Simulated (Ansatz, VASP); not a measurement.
**SiC (Moissanite) in VASP and in Ansatz**

File INCAR:

```
PREC     = Accurate       # precision mode
ENCUT    = 520            # plane-wave cutoff, eV
EDIFF    = 1E-7           # SCF threshold, eV
ISMEAR   = -1             # smearing method
SIGMA    = 0.05           # smearing width, eV
LREAL    = False          # projectors in reciprocal space
LASPH    = True           # aspherical terms in the spheres
NELM     = 60             # most SCF steps
ALGO     = Normal         # electronic algorithm
ISIF     = 2              # what is computed and relaxed
LWAVE    = False          # write WAVECAR
LCHARG   = True           # write CHGCAR
LELF     = True           # ELF
LVHAR    = True         
NBANDS   = 16             # bands
```

The input KPOINTS:

```
regular mesh
0
Gamma
  10 10 5
```

Contents of POSCAR:

```
SiC
1.0
    3.0553550827      0.0000000000      0.0000000000
   -1.5276775413      2.6460151191      0.0000000000
    0.0000000000      0.0000000000      5.0141197845
Si C
2 2
Direct
    0.6666666667      0.3333333333      0.5000000000
    0.3333333333      0.6666666667      0.0000000000
    0.6666666667      0.3333333333      0.8850000000
    0.3333333333      0.6666666667      0.3850000000
```

The input input.yaml:

```yaml
crystal:
  lattice:
    - [3.0553550827, 0.0, 0.0]
    - [-1.5276775413, 2.6460151191, 0.0]
    - [0.0, 0.0, 5.0141197845]
  atoms:
    - { symbol: Si, position: [0.6666666667, 0.3333333333, 0.5] }
    - { symbol: Si, position: [0.3333333333, 0.6666666667, 0.0] }
    - { symbol: C, position: [0.6666666667, 0.3333333333, 0.885] }
    - { symbol: C, position: [0.3333333333, 0.6666666667, 0.385] }
hamiltonian:
  xc: lda
  pseudopotentials: { kind: paw, xc_functional: lda, accuracy: standard }
kpoints:
  mp_grid: { grid: [10, 10, 5] }
scf:
  occupations: { method: fermi_dirac, width: 0.05 }
output:
  forces: true
  stress: true
  eigenvalues: true
  write_density: true
  write_potential: true
  elf: true
  volumetric_format: npy
```

Alike in both runs: task single point; functional LDA; k mesh 10 × 10 × 5; occupations fermi-dirac, width 0.05 eV; no spin polarisation.

```csv
,VASP,Ansatz
version,VASP 6.6.1,Ansatz 0.2.0
potentials or method,"VASP PAW LDA potentials, release 64 (Si, C)",JTH PAW LDA
plane-wave cutoff (eV),520,780
valence electrons in the cell,16,16
```

VASP gave:

- gap on the k mesh at the Fermi level (eV): 2.32
- least direct gap on the mesh (eV): 4.02
- pressure (GPa): 0.9
- largest component of the traceless stress (GPa): 3.39
- rms of the force components (eV/Å): 0.443

Question: Estimate Ansatz's values.

Answer: gap on the k mesh at the Fermi level (eV): 2.34; least direct gap on the mesh (eV): 4.04; pressure (GPa): 0.2; largest component of the traceless stress (GPa): 3.32; rms of the force components (eV/Å): 0.443.

Atom by atom the forces differ by 0.001 eV/Å (rms over components).

Caveats: an odd mesh through Γ misses points on the zone boundary, where band edges often lie (VASP); odd divisions of the mesh miss points on the zone boundary, where band edges often lie, so the gap on the mesh can be too wide (Ansatz). A hybrid or GW would open this gap; LDA tends to underestimate it.
